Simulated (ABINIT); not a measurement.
# TiSi2 (P6/mmm) in ABINIT: reference runs, part 2 of 2

ABINIT 10.8.3 (patched build). The steps go on from the part before.

### 3 Single point, PBE (atoms moved at random, drawn with an rms of 0.05 Å)

Input file run.abi:

```
pp_dirpath "./"
pseudos "Ti.GGA_PBE-JTH.xml, Si.GGA_PBE-JTH.xml"

acell 4.37464 4.3746405435 2.56101 Angstrom
rprim
     1.0000000000     0.0000000000     0.0000000000
    -0.4999999379     0.8660254396     0.0000000000
     0.0000000000     0.0000000000     1.0000000000
ntypat 2
znucl 22 14
natom 3
typat 1 2 2
xcart
     0.0055011098    -0.0109451210     0.0428508193
    -0.0139507270     2.5696976940     1.2531636572
     2.1808608440     1.2565824754     1.2792168120 Angstrom
chkprim 0
chksymtnons 0
tolsym 1.0e-6

ecut 15.0
pawecutdg 30.0
pawxcdev 0

kptopt 1
ngkpt 7 7 10
nshiftk 1
shiftk 0.0 0.0 0.0

ixc 11

nband 14
occopt 3
tsmear 0.00183747

nstep 100
tolvrs 1.0e-9

iomode 3
prtwf 0
prtden 0
prteig 0
prtebands 0
enunit 1
```

Potentials or basis: JTH PAW PBE v2.0.

Run with:

```console
$ abinit run.abi > log 2>&1
```

run.abo:

```text
.Version 10.8.3 of ABINIT
 Symmetries : space group P1 (#  1); Bravais aP (primitive triclinic)
================================================================================
 Values of the parameters that define the memory need of the present run
     intxc =       0    ionmov =       0      iscf =      17    lmnmax =      18
     lnmax =       6     mgfft =      30  mpssoang =       3    mqgrid =    3001
     natom =       3  nloc_mem =       2    nspden =       1   nspinor =       1
    nsppol =       1      nsym =       1    n1xccc =       1    ntypat =       2
    occopt =       3   xclevel =       2
       mpw =         808          nfft =       16200          nkpt =         246
 PAW method is used; the additional fine FFT grid is defined by:
   mgfftf=        45    nfftf =     48600
================================================================================
================================================================================

--------------------------------------------------------------------------------
------------- Echo of variables that govern the present computation ------------
--------------------------------------------------------------------------------
 -outvars: echo values of preprocessed input variables --------
            acell      8.2668714994E+00  8.2668725265E+00  4.8396075057E+00 Bohr
              amu      4.78800000E+01  2.80855000E+01
          chkprim           0
      chksymtnons           0
             ecut      1.50000000E+01 Hartree
           enunit           1
                       outvar_i_n : Printing only first  50 k-points.
              ixc          11
[... 250 lines left out ...]
Total energy        : -1.43390755758098E+03
Total energy DC     : -1.43390756046893E+03
Total energy (eV)   : -3.90186123903672E+04
Total energy DC (eV): -3.90186124689525E+04
...

 Cartesian components of stress tensor (hartree/bohr^3)
  sigma(1 1)=  4.20994524E-06  sigma(3 2)=  5.82526984E-06
  sigma(2 2)= -5.32569051E-05  sigma(3 1)= -3.14196726E-06
  sigma(3 3)=  1.78629889E-05  sigma(2 1)= -1.06641294E-06

-Cartesian components of stress tensor (GPa)         [Pressure=  3.0582E-01 GPa]
- sigma(1 1)=  1.23860865E-01  sigma(3 2)=  1.71385356E-01
- sigma(2 2)= -1.56687224E+00  sigma(3 1)= -9.24398681E-02
- sigma(3 3)=  5.25547278E-01  sigma(2 1)= -3.13749520E-02

== END DATASET(S) ==============================================================
================================================================================

 -outvars: echo values of variables after computation  --------
            acell      8.2668714994E+00  8.2668725265E+00  4.8396075057E+00 Bohr
           etotal     -6.6649199311E+01
            fcart     -1.2602523895E-03  1.7368235910E-03 -2.4347537499E-03
                       1.4858789102E-03 -6.8725039354E-03  2.1880311178E-03
                      -2.2562652069E-04  5.1356803444E-03  2.4672263214E-04
            rprim      1.0000000000E+00  0.0000000000E+00  0.0000000000E+00
                      -4.9999993790E-01  8.6602543960E-01  0.0000000000E+00
                       0.0000000000E+00  0.0000000000E+00  1.0000000000E+00
           strten      4.2099452415E-06 -5.3256905059E-05  1.7862988894E-05
                       5.8252698442E-06 -3.1419672556E-06 -1.0664129416E-06
           xangst      5.5011098000E-03 -1.0945121000E-02  4.2850819300E-02
                      -1.3950727000E-02  2.5696976940E+00  1.2531636572E+00
                       2.1808608440E+00  1.2565824754E+00  1.2792168120E+00
             xred     -1.8700000674E-04 -2.8890000134E-03  1.6731999992E-02
                       3.3595100002E-01  6.7828000004E-01  4.8932399998E-01
                       6.6436300000E-01  3.3167900001E-01  4.9949700001E-01
 Calculation completed.
```

Wall time 3.3 min (1 thread of Arm Neoverse V1, shared host); peak memory 0.18 GiB.

What came out:

| Item | Value |
| --- | --- |
| Free energy | -1813.6171 eV |
| Pressure | 0.3 GPa |
| Largest force | 0.379 eV/Å |
| Band gap on the k mesh | none (metal or under the smearing width) |
| Valence electrons inside the program's atomic spheres | Ti 10.30; Si 1.52 |

Forces in eV/Å, atoms in the order of the input:
```
Ti  -0.065  0.089 -0.125
Si   0.076 -0.353  0.113
Si  -0.012  0.264  0.013
```

Levels at points of the mesh, in eV from the Fermi level:
```tsv
k point	band 7	band 8	band 9	band 10	band 11	band 12	band 13	band 14
(0.00, 0.00, 0.00)	-5.17	-5.09	-1.67	-1.12	-0.82	2.85	2.88	3.34
(0.00, 0.00, 0.50)	-2.39	-2.23	-1.06	-0.88	-0.77	-0.25	-0.18	1.32
```
